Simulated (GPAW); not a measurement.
# SnSe (F-43m) in GPAW: convergence with density grid spacing (A)

Aim: find how far density grid spacing (A) must go before the results for SnSe settle, at PBEsol. This setting moves, with any that are tied to it; all else stays.

Everything below comes from runs of GPAW 26.7.0. Logs are shortened: lines on timing, memory, paths and dates and some standing lists are left out, and cuts for length are marked. The log counts tension as positive stress, the text compression.

## (1) The structure

The structure is cubic, space group F-43m (No. 216). The conventional cell has a = 6.782 Å, b = 6.782 Å, c = 6.782 Å, α = 90.00°, β = 90.00°, γ = 90.00°. Around Sn (site symmetry -43m) lie 4 Se at 2.94 Å. Se (site symmetry -43m) has 4 Sn at 2.94 Å as nearest neighbours.

The cell was built by a generator and needn't be a form met in nature.

## (2) With density grid spacing (A) 0.24

File run.py:

```python
from ase import Atoms
from ase.dft.bandgap import bandgap
from ase.io import write
from ase.units import GPa
from gpaw import GPAW, PW, setup_paths

setup_paths.insert(0, '.')

atoms = Atoms(['Sn', 'Se'],
              cell=[[0.0, 3.39084, 3.39084],
                    [3.39084, 0.0, 3.39084],
                    [3.39084, 3.39084, 0.0]],
              scaled_positions=[[0.0, 0.0, 0.0],
                                [0.75, 0.75, 0.75]],
              pbc=True)

calc = GPAW(mode=PW(600),
            h=0.24,
            xc='PBEsol',
            kpts={'size': (7, 7, 7), 'gamma': True},
            occupations={'name': 'fermi-dirac', 'width': 0.05},
            nbands=19,
            convergence={'density': 1e-05, 'energy': 1e-05},
            maxiter=100,
            txt='gpaw.txt')
atoms.calc = calc
energy = atoms.get_potential_energy()
forces = atoms.get_forces()
stress = atoms.get_stress()
calc.write('gs.gpw')
write('result.traj', atoms)
print(f'Energy: {energy:.6f} eV')
print('Forces (eV/A):')
print(forces.round(4))
print('Stress (GPa):', (stress / GPa).round(3))
print('Fermi level:', round(calc.get_fermi_level(), 4), 'eV')
print(f'Gap: {bandgap(calc)[0]:.4f} eV, direct: {bandgap(calc, direct=True)[0]:.4f} eV')
```

Potentials or basis: PAW data sets generated in the run's folder for this functional, pw.

Launch:

```console
gpaw-setup -f PBEsol Se Sn
OMP_NUM_THREADS=1 python run.py
```

gpaw.txt:

```text
__  _  _
 | _ |_)|_||  |
 |__||  | ||/\| - 26.7.0

Input parameters:
  mode=PW(ecut=600.0),
  convergence={'density': 1e-05, 'energy': 1e-05},
  h=0.24,
  kpts=MonkhorstPack(size=(7, 7, 7), gamma=True),
  maxiter=100,
  nbands=19,
  occupations=Occupations(name='fermi-dirac', width=0.05),
  xc=XC(name='PBEsol')

Diagonalizing LCAO Hamiltonian
Converting LCAO to pw mode

                       Se

       Sn

Atoms  # Å, Bohr magnetons
|   | symbol |        x |        y |        z |    initial magnetic moments |
|---|--------|----------|----------|----------|-----------------------------|
| 0 |     Sn | 0.000000 | 0.000000 | 0.000000 | ( 0.0000,  0.0000,  0.0000) |
| 1 |     Se | 5.086260 | 5.086260 | 5.086260 | ( 0.0000,  0.0000,  0.0000) |

Unit cell  # Å
| periodic |        x |        y |        z |  lengths |    angles |
|----------|----------|----------|----------|----------|-----------|
|      yes | 0.000000 | 3.390840 | 3.390840 | 4.795372 | 60.000000 |
|      yes | 3.390840 | 0.000000 | 3.390840 | 4.795372 | 60.000000 |
|      yes | 3.390840 | 3.390840 | 0.000000 | 4.795372 | 60.000000 |

Number of symmetries: 24
Symmetry operations  # r_c * U_cc + t_c -> r_c
|    | kind |            matrix            |
|----|------|------------------------------|
|  0 |  E   |  1, 0, 0,  0, 1, 0,  0, 0, 1 |
|  1 |  σ   |  1, 0, 0,  0, 0, 1,  0, 1, 0 |
|  2 |  σ   |  1, 0,-1,  0, 1,-1,  0, 0,-1 |
|  3 |  C3  |  1, 0,-1,  0, 0,-1,  0, 1,-1 |
|  4 |  C3  |  1,-1, 0,  0,-1, 1,  0,-1, 0 |
|  5 |  σ   |  1,-1, 0,  0,-1, 0,  0,-1, 1 |
|  6 |  σ   |  0, 1, 0,  1, 0, 0,  0, 0, 1 |
|  7 |  C3  |  0, 1, 0,  0, 0, 1,  1, 0, 0 |
|  8 |  C2  |  0, 1,-1,  1, 0,-1,  0, 0,-1 |
|  9 |  S4  |  0, 1,-1,  0, 0,-1,  1, 0,-1 |
| 10 |  C3  |  0, 0, 1,  1, 0, 0,  0, 1, 0 |
| 11 |  σ   |  0, 0, 1,  0, 1, 0,  1, 0, 0 |
| 12 |  S4  |  0, 0,-1,  1, 0,-1,  0, 1,-1 |
| 13 |  C3  |  0, 0,-1,  0, 1,-1,  1, 0,-1 |
| 14 |  S4  |  0,-1, 1,  1,-1, 0,  0,-1, 0 |
| 15 |  C2  |  0,-1, 1,  0,-1, 0,  1,-1, 0 |
| 16 |  C3  |  0,-1, 0,  1,-1, 0,  0,-1, 1 |
| 17 |  S4  |  0,-1, 0,  0,-1, 1,  1,-1, 0 |
| 18 |  S4  | -1, 1, 0, -1, 0, 1, -1, 0, 0 |
| 19 |  C3  | -1, 1, 0, -1, 0, 0, -1, 0, 1 |
| 20 |  C3  | -1, 0, 1, -1, 1, 0, -1, 0, 0 |
| 21 |  S4  | -1, 0, 1, -1, 0, 0, -1, 1, 0 |
| 22 |  σ   | -1, 0, 0, -1, 1, 0, -1, 0, 1 |
| 23 |  C2  | -1, 0, 0, -1, 0, 1, -1, 1, 0 |

BZ-sampling:
  Number of BZ points: 343
  Number of IBZ points: 20

  Monkhorst-Pack size: [7, 7, 7]
  Monkhorst-Pack shift: [0, 0, 0]

K-points  # in reciprocal-cell coordinates
|     |                                coordinates |     weight |
|-----|--------------------------------------------|------------|
|   0 | (  0.00000000,   0.00000000,   0.00000000) | 0.00291545 |
|   1 | (  0.14285714,   0.14285714,   0.00000000) | 0.01749271 |
|   2 | (  0.14285714,   0.14285714,   0.14285714) | 0.02332362 |
|   3 | (  0.28571429,   0.14285714,   0.14285714) | 0.03498542 |
|   4 | (  0.28571429,   0.28571429,   0.00000000) | 0.01749271 |
|   5 | (  0.28571429,   0.28571429,   0.14285714) | 0.06997085 |
|   6 | (  0.28571429,   0.28571429,   0.28571429) | 0.02332362 |
|   7 | (  0.42857143,  -0.28571429,  -0.28571429) | 0.03498542 |
|   8 | (  0.42857143,   0.28571429,  -0.42857143) | 0.13994169 |
|   9 | (  0.42857143,   0.28571429,  -0.28571429) | 0.06997085 |
| ... |                                            |            |
|  19 | (  0.42857143,   0.42857143,   0.42857143) | 0.02332362 |

Plane wave coefficients: 2643
Cutoff: 600.0 eV

Spin-components: 1 (collinear spins)
Bands:           19
Projectors:      11
Spin-degeneracy: 2
Datatype:        complex128

Parallelization:
  kpt:    1
  domain: 1
  band:   1

Density:
  Valence electrons: 20.0
  Components: 1
  Grid points: [20 20 20]
  Charge: 0.0  # |e|

Potential:
  Grid points: [20 20 20]

species:
  Sn:
    name:    Tin
    Z:       50.0
    valence: 14
    core:    36
    charge:  0.0  # [|e|]
    compensation charges:
      type: gauss
      rc: 0.38  # [Å]
      lmax: 2
    cutoffs:
      filter: 2.23  # [Å]
      core: 2.35  # [Å]
    projectors
    | kind |    occ | energy [eV] | rcut [Å] |
    |------|--------|-------------|----------|
    |   5s |  2.000 |     -10.584 |    1.201 |
    |   5p |  2.000 |      -3.711 |    1.270 |
    |   4d | 10.000 |     -25.798 |    1.185 |
    |    s |        |      16.628 |    1.201 |
    |    p |        |      23.501 |    1.270 |
    |    d |        |       1.413 |    1.185 |

    Using partial waves for Sn as LCAO basis

  Se:
    name:    Selenium
    Z:       34.0
    valence: 6
    core:    28
    charge:  0.0  # [|e|]
    compensation charges:
      type: gauss
      rc: 0.27  # [Å]
      lmax: 2
    cutoffs:
      filter: 1.77  # [Å]
      core: 2.67  # [Å]
    projectors
    | kind |    occ | energy [eV] | rcut [Å] |
    |------|--------|-------------|----------|
    |   4s |  2.000 |     -17.281 |    0.847 |
    |   4p |  4.000 |      -6.511 |    1.005 |
    |    s |        |       9.930 |    0.847 |
    |    p |        |      20.700 |    1.005 |
    |    d |        |       0.000 |    0.847 |

    Using partial waves for Se as LCAO basis

Reference energy: -233994.234951  # eV

eigensolver:
  PPCG
  Converge bands: occupied
  niter=2

density mixing:
  MSR1-Mixer
  Pratt-step length: 0.05
  Maximum mixing coefficient: 0.75
  Old densities: 10
  SVD Regularization: 0.005
  Good broyden scale: 1.0
  Trust region scale: 1.0
  Backstep threshold: 4.0
  History deletion threshold: 6.0
  Fourier metric: weight=20.0, sigma=0.015

occupation numbers:
  Fermi-Dirac:
    width: 0.0500  # eV

poisson solver:
  ecut: 4800.0  # eV

xc functional:
  name: PBEsol with 2 nearest neighbor stencil

convergence criteria:
- Maximum integral of absolute [dens]ity change: 1e-05 electrons / valence electron
- Maximum [total energy] change in last 3 cyles: 1e-05 eV / valence electron
- Maximum integral of absolute [eigenst]ate change: 4e-08 eV^2 / valence electron
maximum number of iterations: 100

SCF iterations
|iter     | |      energy | eigst |  dens |
|---------|-|-------------|-------|-------|
|iter:   1| |   -8.756927 | -0.33 |       |
|iter:   2| |   -8.687974 | -2.26 | -1.22 |
|iter:   3| |   -8.482117 | -2.16 | -1.27 |
|iter:   4| |   -8.481297 | -3.74 | -1.88 |
|iter:   5| |   -8.481129 | -4.33 | -2.22 |
|iter:   6| |   -8.481159c| -5.63 | -3.20 |
|iter:   7| |   -8.481169c| -6.52 | -3.61 |
|iter:   8| |   -8.481170c| -7.57c| -4.50 |
|iter:   9| |   -8.481170c| -7.79c| -5.07c|

Converged in 9 steps
Energy contributions relative to reference atoms: (reference = -233994.234951)

Energy contributions:
  Kinetic:           8.256154
  Coulomb:          -9.933584
  Zero:             -0.014553
  External:          0.000000
  Xc:               -6.788084
  Entropy:          -0.002206
  Spinorbit:         0.000000
  ----------------------------
  Free energy:      -8.482272
  Extrapolated:     -8.481170

dipole moment: (-20.477372, -20.477372, -20.477372)  # |e|*Ang

Fermi level: 2.939
Eigenvalues  # (at kpt = [0.000, 0.000, 0.000])
| band index |      eig [eV] | occ [0-2] |
|------------|---------------|-----------|
|          0 |       -18.682 |     2.000 |
|        ... |               |           |
|          2 |       -18.682 |     2.000 |
|          3 |       -18.668 |     2.000 |
|          4 |       -18.668 |     2.000 |
|          5 |       -10.159 |     2.000 |
|          6 |        -2.400 |     2.000 |
|          7 |         0.765 |     2.000 |
[... 9 lines left out ...]
|         17 |        11.490 |     0.000 |
|         18 |        11.490 |     0.000 |

Gap: 0.237 eV
Transition (v -> c):
  (s=0, k=9, n=9, [0.43, 0.29, -0.29]) -> (s=0, k=16, n=10, [0.43, 0.43, 0.00])
Direct/indirect transitions are different
Direct gap: 0.678 eV
Transition at: (s=0, k=16, n=9, [0.43, 0.43, 0.00])

Forces  # eV/Ang
|        x |       y |        z |
|----------|---------|----------|
|  0.00000 | 0.00000 |  0.00000 |  # Sn   0
| -0.00000 | 0.00000 | -0.00000 |  # Se   1

Stress tensor  # eV/Ang^3
|        x |        y |        z |
|----------|----------|----------|
| 0.010858 | 0.000000 | 0.000000 |
| 0.000000 | 0.010858 | 0.000000 |
| 0.000000 | 0.000000 | 0.010858 |

# Writing to gs.gpw (mode='')
```

Wall time 14 s (1 thread of Arm Neoverse V1, shared host); peak memory 0.16 GiB.

What came out:

```yaml
Free_energy: -8.4823 eV
Pressure: -1.7 GPa
Band_gap_on_the_k_mesh: 0.24 eV, indirect (least direct gap 0.68 eV)
```

## (3) With density grid spacing (A) 0.2

run.py: that of step 2 with these lines changed.

```diff
@@ -17,3 +17,3 @@
 calc = GPAW(mode=PW(600),
-            h=0.24,
+            h=0.2,
             xc='PBEsol',
```

Potentials or basis: PAW data sets generated in the run's folder for this functional, pw.

Launch:

```console
gpaw-setup -f PBEsol Se Sn
OMP_NUM_THREADS=1 python run.py
```

It took 19 s on 1 thread of Arm Neoverse V1, shared host; peak memory 0.17 GiB.

What came out:

```
Free energy            : -8.4808 eV
Pressure               : -1.7 GPa
Band gap on the k mesh : 0.24 eV, indirect (least direct gap 0.68 eV)
```

## (4) With density grid spacing (A) 0.17

run.py: that of step 3 with these lines changed.

```diff
@@ -17,3 +17,3 @@
 calc = GPAW(mode=PW(600),
-            h=0.2,
+            h=0.17,
             xc='PBEsol',
```

Launch:

```console
gpaw-setup -f PBEsol Se Sn
OMP_NUM_THREADS=1 python run.py
```

Wall time 28 s (1 thread of Arm Neoverse V1, shared host); peak memory 0.18 GiB.

Results:

- Free energy: -8.4803 eV
- Pressure: -1.7 GPa
- Band gap on the k mesh: 0.24 eV, indirect (least direct gap 0.68 eV)

## (5) With density grid spacing (A) 0.15

run.py: that of step 4 with these lines changed.

```diff
@@ -17,3 +17,3 @@
 calc = GPAW(mode=PW(600),
-            h=0.17,
+            h=0.15,
             xc='PBEsol',
```

Launch:

```console
gpaw-setup -f PBEsol Se Sn
OMP_NUM_THREADS=1 python run.py
```

Wall time 24 s (1 thread of Arm Neoverse V1, shared host); peak memory 0.19 GiB.

It converged, with:

| Property | Result |
| --- | --- |
| Free energy | -8.4802 eV |
| Pressure | -1.7 GPa |
| Band gap on the k mesh | 0.24 eV, indirect (least direct gap 0.68 eV) |

## (6) With density grid spacing (A) 0.13

run.py: that of step 5 with these lines changed.

```diff
@@ -17,3 +17,3 @@
 calc = GPAW(mode=PW(600),
-            h=0.15,
+            h=0.13,
             xc='PBEsol',
```

Potentials or basis: PAW data sets generated in the run's folder for this functional, pw.

Launch:

```console
gpaw-setup -f PBEsol Se Sn
OMP_NUM_THREADS=1 python run.py
```

Wall time 50 s (1 thread of Arm Neoverse V1, shared host); peak memory 0.23 GiB.

Results (log left out):

```yaml
Free_energy: -8.4801 eV
Pressure: -1.7 GPa
Band_gap_on_the_k_mesh: 0.24 eV, indirect (least direct gap 0.68 eV)
```

## (7) With density grid spacing (A) 0.11

run.py: that of step 6 with these lines changed.

```diff
@@ -17,3 +17,3 @@
 calc = GPAW(mode=PW(600),
-            h=0.13,
+            h=0.11,
             xc='PBEsol',
```

Launch:

```console
gpaw-setup -f PBEsol Se Sn
OMP_NUM_THREADS=1 python run.py
```

It took 68 s on 1 thread of Arm Neoverse V1, shared host; peak memory 0.26 GiB.

It converged, with:

```
Free energy            : -8.4801 eV
Pressure               : -1.7 GPa
Band gap on the k mesh : 0.24 eV, indirect (least direct gap 0.68 eV)
```

## (8) With density grid spacing (A) 0.09

run.py: that of step 7 with these lines changed.

```diff
@@ -17,3 +17,3 @@
 calc = GPAW(mode=PW(600),
-            h=0.11,
+            h=0.09,
             xc='PBEsol',
```

Launch:

```console
gpaw-setup -f PBEsol Se Sn
OMP_NUM_THREADS=1 python run.py
```

Wall time 1.8 min (1 thread of Arm Neoverse V1, shared host); peak memory 0.35 GiB.

The run converged. Its results:

```yaml
Free_energy: -8.4801 eV
Pressure: -1.7 GPa
Band_gap_on_the_k_mesh: 0.24 eV, indirect (least direct gap 0.68 eV)
```

## (9) Summary

| density grid spacing (A) | energy less the tightest run, at zero smearing (meV/atom) | SCF cycles | CPU time (s) | peak memory (GiB) |
| --- | --- | --- | --- | --- |
| 0.24 | -1.09 | 9 | 14 | 0.16 |
| 0.2 | -0.38 | 9 | 19 | 0.17 |
| 0.17 | -0.09 | 9 | 28 | 0.18 |
| 0.15 | -0.07 | 9 | 24 | 0.19 |
| 0.13 | -0.02 | 9 | 49 | 0.23 |
| 0.11 | -0.01 | 9 | 68 | 0.26 |
| 0.09 | 0.00 | 9 | 110 | 0.35 |

Against the tightest run, the energy stays within 1 meV/atom from 0.2 on. The tightest run that finished is the yardstick and may itself not be fully converged.

Caveats: spin-orbit coupling is left out, which moves the levels of the heavy elements; an odd mesh through Γ misses points on the zone boundary, where band edges often lie.
